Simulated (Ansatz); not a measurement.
# NaI: the cost of one run

Method: DFT PBE, scalar-relativistic, plane waves, PAW, in Ansatz 0.2.0.

1 further run of the same task is left out (set aside as unsound or not needed). Runs told in other sessions of the task aren't counted.

**1. The system as given**

The structure is cubic, space group Fm-3m (No. 225). Conventional cell: a = 6.494 Å, b = 6.494 Å, c = 6.494 Å, α = 90.00°, β = 90.00°, γ = 90.00°. Na (site symmetry m-3m) is surrounded by 6 I at 3.25 Å. I (site symmetry m-3m) is surrounded by 6 Na at 3.25 Å.

Coordinates:

```cif
data_structure
_symmetry_space_group_name_H-M 'Fm-3m'
_symmetry_Int_Tables_number 225
_cell_length_a 6.4943
_cell_length_b 6.4943
_cell_length_c 6.4943
_cell_angle_alpha 90.000
_cell_angle_beta 90.000
_cell_angle_gamma 90.000
_cell_volume 273.90
loop_
_atom_site_label
_atom_site_type_symbol
_atom_site_symmetry_multiplicity
_atom_site_Wyckoff_symbol
_atom_site_fract_x
_atom_site_fract_y
_atom_site_fract_z
_atom_site_occupancy
Na1 Na 4 a 0.00000 0.00000 0.00000 1
I1 I 4 b 0.50000 0.00000 0.00000 1
```

**2. At the starting volume**

input.yaml reads:

```yaml
crystal:
  lattice:
    - [0.0, 3.2471522385, 3.2471522385]
    - [3.2471522385, 0.0, 3.2471522385]
    - [3.2471522385, 3.2471522385, 0.0]
  atoms:
    - { symbol: Na, position: [0.0, 0.0, 0.0] }
    - { symbol: I, position: [0.5, 0.5, 0.5] }
basis:
  ecutwfc: 420
  ecutrho_ratio: 4
kpoints:
  mp_grid: { grid: [10, 10, 10] }
hamiltonian:
  xc: pbe
scf:
  occupations: { method: gaussian, width: 0.05 }
output:
  forces: true
  stress: true
  eigenvalues: true
```

The run is started by

```bash
ansatz run input.yaml --threads 4 --pin off --max-ram 7168MiB --backend cpu --events-out ev --progress --plain --runs-dir out
```

Q: Estimate wall time and peak memory on 4 threads of Arm Neoverse V2, shared host.

About 1.2 s, with a peak of 0.37 GiB.
